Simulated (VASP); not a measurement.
A run of VASP 6.6.1 is set up as follows.

The input POSCAR:

```
WC
1.0
    2.9065000000      0.0000000000      0.0000000000
   -1.4532500000      2.5171028361      0.0000000000
    0.0000000000      0.0000000000      2.8366000000
W C
1 1
Direct
    0.0000000000      0.0000000000      0.0000000000
    0.6666666667      0.3333333333      0.5000000000
```

Contents of INCAR.step1:

```
SYSTEM = WC
PREC = Accurate ; ENCUT = 600
EDIFF = 1E-8 ; ISMEAR = -1
SIGMA = 0.05 ; LREAL = .False.
LASPH = .True. ; NELM = 60
ALGO = Normal ; ISIF = 3
LWAVE = .False. ; LCHARG = .False.
GGA = CA ; IBRION = 2
NSW = 40 ; EDIFFG = -0.002
```

INCAR.step2

```
SYSTEM = WC
PREC = Accurate ; ENCUT = 600
EDIFF = 1E-8 ; ISMEAR = -1
SIGMA = 0.05 ; LREAL = .False.
LASPH = .True. ; NELM = 60
ALGO = Normal ; ISIF = 3
LWAVE = .False. ; LCHARG = .False.
GGA = CA ; IBRION = 6
NFREE = 2 ; POTIM = 0.015
NSW = 1
```

File KPOINTS:

```
regular mesh
0
Gamma
  7 7 7
  0 0 0
```

Potentials or basis: VASP PAW LDA potentials, release 64 (W_sv, C).

Launch:

```sh
$ cat potpaw_LDA.64/W_sv/POTCAR potpaw_LDA.64/C/POTCAR > POTCAR
$ cp INCAR.step1 INCAR
$ mpirun -np 1 vasp_std > vasp.out
$ cp CONTCAR POSCAR
$ cp INCAR.step2 INCAR
$ mpirun -np 1 vasp_std > vasp.out
```

(1) What does it give for the Voigt bulk modulus?

(2) Estimate the highest phonon frequency at Γ, LO-TO splitting left out.

(3) What does it give for the space group after relaxing (to 0.05 Å)?

(4) Estimate the relaxed volume.

(5) Predict the relaxed cell.

Answers

(1) 426 GPa.

(2) 633 cm⁻¹.

(3) P-6m2 (No. 187).

(4) 10.20 Å³/atom.

(5) a = 2.891 Å, b = 2.891 Å, c = 2.819 Å, α = 90.00°, β = 90.00°, γ = 120.00°.
